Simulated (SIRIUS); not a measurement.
Crystal: Ti.

```xyz
2
Lattice="2.9500 0.0000 0.0000 -1.4750 2.5548 0.0000 0.0000 0.0000 4.6800" Properties=species:S:1:pos:R:3 pbc="T T T"
Ti    1.4750    0.8516    3.5100
Ti    0.0000    1.7032    1.1700
```

Base run:

| Property | Result |
| --- | --- |
| Program | SIRIUS 7.10.0 |
| Functional | PW91 |
| Potentials or basis | PseudoDojo 0.4.1 PBE standard (scalar relativistic) |
| Cutoff | 1152 eV |
| Density cutoff | 4606 eV |
| k mesh | 8 × 8 × 5 |
| Occupations | fermi-dirac, width 0.05 eV |
| Spin | no spin polarisation |

Its results: band gap on the k mesh none (metal or under the smearing width); pressure -2.0 GPa.

**Question.** The run is repeated on the same cell with these changes: functional from PW91 to SOGGA; libxc names from ["XC_GGA_X_PW91", "XC_GGA_C_PW91"] to ["XC_GGA_X_SOGGA", "XC_GGA_C_PBE"]. What comes out?

**Answer.** Band gap on the k mesh none (metal or under the smearing width); pressure -5.8 GPa.

Caveats: the potentials were made for another functional, which shifts forces and pressure.

Not every run made on this cell is shown here.
